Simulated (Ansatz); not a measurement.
Cu$_{2}$O (Pn-3m) at 2 levels of theory

One geometry, relaxed with PBE; plane waves with PAW potentials in Ansatz, scalar-relativistic. No spin polarisation. Gaps are the least over mesh and band path; pressure is positive in compression.

```cif
data_structure
_symmetry_space_group_name_H-M 'P 1'
_symmetry_Int_Tables_number 1
_cell_length_a 4.2982
_cell_length_b 4.2982
_cell_length_c 4.2982
_cell_angle_alpha 90.000
_cell_angle_beta 90.000
_cell_angle_gamma 90.000
_cell_volume 79.41
loop_
_atom_site_label
_atom_site_type_symbol
_atom_site_fract_x
_atom_site_fract_y
_atom_site_fract_z
_atom_site_occupancy
Cu1 Cu 0.25000 0.25000 0.25000 1
Cu2 Cu 0.25000 0.75000 0.75000 1
Cu3 Cu 0.75000 0.75000 0.25000 1
Cu4 Cu 0.75000 0.25000 0.75000 1
O1 O 0.00000 0.00000 0.00000 1
O2 O 0.50000 0.50000 0.50000 1
```

| level | cutoff (eV) | k mesh | gap (eV) | pressure (GPa) |
| --- | --- | --- | --- | --- |
| PBE | 420 | 8×8×8 | 0.47 | 0.0 |

Question: What comes out on the same cell with r2SCAN?

Answer:
| level | cutoff (eV) | k mesh | gap (eV) | pressure (GPa) |
| --- | --- | --- | --- | --- |
| r2SCAN | 500 | 8×8×8 | 0.71 | -4.3 |

It was relaxed from a cell as deposited in COD.
